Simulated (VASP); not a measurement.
# LiH: single point with PBE

Crystal: LiH.

```
Li H
1.0
    -4.07851   -4.07851    0.00000
    -4.07851    0.00000   -4.07851
     0.00000   -4.07851   -4.07851
Li H
8 8
Cartesian
  -3.9479 -4.1434 -4.1139
  -5.9090 -6.1300 -4.1307
  -2.0197 -4.1034 -2.2900
  -7.9665 -6.1469 -6.0149
  -4.1111 -2.0443 -2.1247
  -6.2721 -8.0144 -6.2526
  -6.1237 -2.3669 -4.3572
  -8.0020 -4.2380 -4.2908
  -2.2972 -2.2069 -2.0839
  -4.0169 -4.2403 -1.9718
  -4.1686 -2.0801 -4.0588
  -6.1241 -4.1186 -4.1905
  -2.0002 -4.3318 -4.1694
  -4.0238 -6.1766 -4.2044
  -4.2166 -3.9694 -6.2043
  -6.1396 -6.1130 -6.2376
```

```
Program                : VASP 6.6.1
Task                   : single point
Functional             : PBE
Potentials or basis    : VASP PAW PBE potentials, release 64 (Li_sv, H)
Cutoff                 : 520 eV
k mesh                 : 6 × 6 × 6
Occupations            : fermi-dirac, width 0.0388 eV
Spin                   : no spin polarisation
Dipole correction      : no
Further INCAR settings : LREAL = Auto; ALGO = Fast; EDIFF = 1e-07; NBANDS = 30
```

```
Largest force          : 0.908 eV/Å
Band gap on the k mesh : 3.00 eV, direct
```

Forces in eV/Å, atoms in the order of the input:
```
Li  -0.137 -0.091 -0.014
Li  -0.196 -0.069  0.133
Li   0.029 -0.121  0.131
Li  -0.435  0.058 -0.366
Li  -0.020 -0.055 -0.038
Li   0.364 -0.544  0.193
Li   0.027  0.879  0.226
Li  -0.513  0.182  0.395
H    0.458  0.166 -0.337
H   -0.155  0.121 -0.565
H    0.243 -0.198 -0.247
H    0.079 -0.363  0.237
H   -0.151  0.487 -0.166
H   -0.136  0.003  0.070
H    0.422 -0.228  0.094
H    0.121 -0.228  0.256
```

Levels at points of the mesh, in eV from the valence-band top:
```csv
k point,band 12,band 13,band 14,band 15,band 16,band 17,band 18,band 19,band 20,band 21
"(0.00, 0.00, 0.00)",-2.45,-2.43,-0.09,-0.07,0.00,3.00,3.09,3.18,4.65,4.70
"(0.50, 0.00, 0.00)",-1.96,-1.65,-1.55,-1.27,-1.21,4.81,5.13,5.26,5.37,5.55
"(0.00, 0.50, 0.00)",-1.85,-1.69,-1.53,-1.40,-1.18,4.76,5.05,5.32,5.42,5.50
"(0.00, 0.00, 0.50)",-1.83,-1.71,-1.51,-1.40,-1.18,4.74,5.01,5.30,5.44,5.60
"(0.50, 0.50, 0.50)",-1.80,-1.66,-1.60,-1.47,-1.15,4.66,4.97,5.08,5.51,5.62
"(0.50, 0.50, 0.00)",-2.49,-2.46,-2.33,-0.21,-0.15,4.97,5.02,5.39,5.46,6.71
"(0.00, 0.50, 0.50)",-2.53,-2.52,-2.24,-0.18,-0.13,5.01,5.10,5.31,5.35,6.85
"(0.50, 0.00, 0.50)",-2.52,-2.47,-2.40,-0.21,-0.20,5.08,5.17,5.21,5.45,6.90
```

Wall time 27 min on 1 thread of AMD EPYC 9R45 (Zen 5) (shared host), peak memory 0.44 GiB.

 A k mesh can miss the band edges.
